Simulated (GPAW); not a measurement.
The system is Ba.

```
CELL_PARAMETERS angstrom
-2.50650 2.50650 2.50650
2.50650 -2.50650 2.50650
2.50650 2.50650 -2.50650
ATOMIC_POSITIONS crystal
Ba 0.00000 0.00000 0.00000
```

- Program: GPAW 26.7.0
- Task: relaxation of cell and atoms
- Functional: SCAN
- Potentials or basis: GPAW PAW data sets (gpaw-data 1.2.1)
- Cutoff: 600 eV
- Basis: pw
- k mesh: 7 × 7 × 7
- Occupations: fermi-dirac, width 0.05 eV
- Spin: no spin polarisation

At the start: pressure 0.3 GPa; volume 62.99 Å³/atom.

Q: Where does the relaxation end?

A: Over 3 steps the energy falls by 2.3 meV/atom and the volume is 65.12 Å³/atom (+3.4 %); space group Im-3m (No. 229, to 0.05 Å).

Step by step:
```
step  energy change (eV)  largest force (eV/Å)  pressure (GPa)  volume (Å³)
   1              0.0000                0.0000            0.27        62.99
   2             -0.0005                0.0000            0.24        63.28
   3             -0.0023                0.0000            0.00        65.12
```

Final structure:
```
CELL_PARAMETERS angstrom
-2.53440 2.53440 2.53440
2.53440 -2.53440 2.53440
2.53440 2.53440 -2.53440
ATOMIC_POSITIONS crystal
Ba 0.00000 0.00000 0.00000
```

Caveat: later steps reuse the first step's grids; the PAW data sets were made with another functional, which shifts forces and pressure a little.
